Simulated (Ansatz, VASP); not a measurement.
Zn in VASP and in Ansatz

File INCAR:

```
ALGO     = Normal         # electronic algorithm
EDIFF    = 1E-6           # SCF threshold, eV
ENCUT    = 520            # plane-wave cutoff, eV
GGA      = PE             # functional
ISIF     = 2              # what is computed and relaxed
ISMEAR   = -1             # smearing method
LASPH    = True           # aspherical terms in the spheres
LCHARG   = True           # write CHGCAR
LELF     = True           # ELF
LREAL    = False          # projectors in reciprocal space
LVHAR    = True         
LWAVE    = False          # write WAVECAR
NBANDS   = 19             # bands
NELM     = 60             # most SCF steps
PREC     = Accurate       # precision mode
SIGMA    = 0.08           # smearing width, eV
```

KPOINTS

```
k-points
0
Gamma
  16 16 7
```

POSCAR

```
Zn
1.0
    1.3178132711     -2.2825195403      0.0000000000
    1.3178132710      2.2825195404      0.0000000000
    0.0000000000      0.0000000000      5.0925371514
Zn
2
Direct
    0.6666666670      0.3333333330      0.2500000000
    0.3333333330      0.6666666670      0.7500000000
```

Input for Ansatz:

```yaml
crystal:
  lattice:
    - [1.3178132711, -2.2825195403, 0.0]
    - [1.317813271, 2.2825195404, 0.0]
    - [0.0, 0.0, 5.0925371514]
  atoms:
    - { symbol: Zn, position: [0.666666667, 0.333333333, 0.25] }
    - { symbol: Zn, position: [0.333333333, 0.666666667, 0.75] }
kpoints:
  mp_grid: { grid: [16, 16, 7] }
scf:
  occupations: { method: fermi_dirac, width: 0.08 }
hamiltonian:
  xc: pbe
  pseudopotentials: { kind: all_electron, lapw: { basis_error: 0.001 } }
output:
  forces: true
  stress: true
  eigenvalues: true
```

Alike in both runs: task single point; functional PBE; k mesh 16 × 16 × 7; occupations fermi-dirac, width 0.08 eV; no spin polarisation.

|  | VASP | Ansatz |
| --- | --- | --- |
| version | VASP 6.6.1 | Ansatz 0.2.0 |
| potentials or method | VASP PAW PBE potentials, release 64 (Zn) | all-electron LAPW, scalar-relativistic |
| plane-wave cutoff (eV) | 520 | see its input |

```tsv
	VASP	Ansatz	Ansatz less VASP
pressure (GPa)	0.4	0.1	-0.34
largest component of the traceless stress (GPa)	1.37	1.20	-0.170
```

Ansatz ran all-electron here, so the differences hold the error of VASP's frozen core and of both bases.
